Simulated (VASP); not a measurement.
# CdTe: relaxation of cell and atoms with LDA

The system is CdTe.

```xyz
2
Lattice="0.0000 3.2096 3.2096 3.2096 0.0000 3.2096 3.2096 3.2096 0.0000" Properties=species:S:1:pos:R:3 pbc="T T T"
Cd    0.0000    0.0000    0.0000
Te    1.6048    1.6048    1.6048
```

| Quantity | Value |
| --- | --- |
| Program | VASP 6.6.1 |
| Task | relaxation of cell and atoms |
| Functional | LDA |
| Potentials or basis | VASP PAW LDA potentials, release 64 (Cd, Te) |
| Cutoff | 350 eV |
| k mesh | 4 × 4 × 4 |
| Occupations | gaussian, width 0.02 eV |
| Spin | no spin polarisation |
| Further INCAR settings | ALGO = Fast; EDIFF = 1e-07; IBRION = 2; EDIFFG = -0.002; NSW = 80; ISIF = 3 |

- Relaxed volume: 33.05 Å³/atom
- Relaxed cell: a = 4.539 Å, b = 4.539 Å, c = 4.539 Å, α = 60.00°, β = 60.00°, γ = 60.00°
- Space group after relaxing (to 0.05 Å): F-43m (No. 216)
- Energy gained by relaxing: 0.0 meV/atom
- Ionic steps: 4
- Pressure after relaxing: 0.0 GPa
- Band gap on the k mesh: 0.62 eV, direct

Final structure:
```yaml
crystal:
  lattice:
    - [0.00000, 3.20927, 3.20927]
    - [3.20927, 0.00000, 3.20927]
    - [3.20927, 3.20927, 0.00000]
  atoms:
    - { symbol: Cd, position: [0.00000, 0.00000, 0.00000] }
    - { symbol: Te, position: [0.25000, 0.25000, 0.25000] }
```

Levels at points of the mesh, in eV from the valence-band top:
| k point | band 7 | band 8 | band 9 | band 10 | band 11 | band 12 |
| --- | --- | --- | --- | --- | --- | --- |
| (0.00, 0.00, 0.00) | 0.00 | 0.00 | 0.00 | 0.62 | 4.45 | 4.45 |
| (0.50, 0.00, 0.00) | -4.69 | -0.83 | -0.83 | 1.66 | 5.06 | 5.06 |
| (0.50, 0.50, 0.00) | -4.54 | -2.00 | -2.00 | 2.35 | 2.52 | 8.79 |

It took 5.2 s on 1 thread of Intel(R) Xeon(R) 6975P-C (Granite Rapids), with other jobs on the host, peak memory 0.14 GiB.

Caveat: the k mesh is coarse (spacing up to 0.42 Å⁻¹), so the values aren't converged; spin-orbit coupling is left out, which moves the levels of the heavy elements.
